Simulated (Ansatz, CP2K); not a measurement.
Pd: 3 runs at one level of theory

```
Pd
1.0
     2.78367    0.00000    0.00000
    -1.39183    2.41072    0.00000
     0.00000    0.00000    4.62889
Pd
2
Direct
  0.33333 0.66667 0.25000
  0.66667 0.33333 0.75000
```

This isn't the form of Pd at room conditions, which is fcc.

Alike in all runs: task band structure; functional LDA; k mesh 11 × 11 × 6; occupations fermi-dirac, width 0.05 eV; no spin polarisation; no spin-orbit coupling. LDA stands for any of its common fits. Pressure is positive in compression and, in plane waves, holds the error of the finite cutoff, which Ansatz's Pulay term estimates and takes out.

```csv
program and potentials,plane-wave cutoff (eV),notes,pressure (GPa)
"Ansatz, Ansatz PAW",420,"potentials made for PBE, which Ansatz adapts in part; Pulay term of +0.03 GPa included",-15.65
"Ansatz, all-electron LAPW, scalar-relativistic",-,-,-15.69
"CP2K, GTH_POTENTIALS Pd GTH-PADE-q18; TZVP-MOLOPT-PBE-GTH basis",-,atomic basis,-19.62
```

The pressure spans -19.62 (CP2K, GTH_POTENTIALS Pd GTH-PADE-q18; TZVP-MOLOPT-PBE-GTH basis) to -15.65 GPa (Ansatz, Ansatz PAW), with all-electron results at -15.69. The cell lies far from this level's equilibrium. Rows in atomic bases carry the error of their basis and grid, which can be large.

The functional is the same throughout but for its coding, so the spread measures potentials, basis and numerics; runs on potential files found faulty are left out.
